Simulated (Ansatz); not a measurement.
## How far PBE and r2SCAN part for NaI, pressure 100 GPa

Consider NaI in the rock salt structure (space group Fm-3m, No. 225; a = 6.529 Å).

(Cell as relaxed with PBE.)

Levels (all Ansatz, a program for electronic structure, PAW): PBE (420 eV, no spin-orbit coupling); r2SCAN (500 eV, without spin-orbit coupling).

Each level relaxes its own structure.

```json
[
 {"base": "volume per atom", "PBE": "34.79 Å³", "r2SCAN": "33.70 Å³"},
 {"base": "lattice parameter a", "PBE": "6.529 Å", "r2SCAN": "6.460 Å"},
 {"base": "band gap", "PBE": "3.58 eV", "r2SCAN": "4.45 eV"}
]
```

One thing is altered: a hydrostatic pressure of 100 GPa.

```csv
quantity,PBE,r2SCAN
band gap,1.78 eV,(withheld)
"hole mass (degenerate bands, along [100])","0.23, 0.44, 0.44 mₑ (at Γ)",(withheld)
shortest interatomic distance,2.443 Å,(withheld)
shift of the gap caused by the change,-1.80 eV,(withheld)
```

Q: What does r2SCAN give?

A: 
- band gap, r2SCAN: 2.29 eV
- hole mass (degenerate bands, along [100]), r2SCAN: 0.23, 0.45, 0.45 mₑ (at Γ)
- shortest interatomic distance, r2SCAN: 2.448 Å
- shift of the gap caused by the change, r2SCAN: -2.15 eV

PBE's band gap lies 0.51 eV below r2SCAN's; PBE's shortest interatomic distance lies 0.005 Å below r2SCAN's (0.2 %); PBE's shift of the gap caused by the change lies 0.357 eV above r2SCAN's. Neither level is exact; r2SCAN is the comparison here, not a measurement.

Spin-orbit coupling, missing from the scalar runs, can matter with I. Load acts through the strain it causes; cell and atoms are relaxed under it. Effective masses come from finite differences of ±0.01 Å⁻¹. Stability against distortions was not tested. No other phases were tried under pressure.
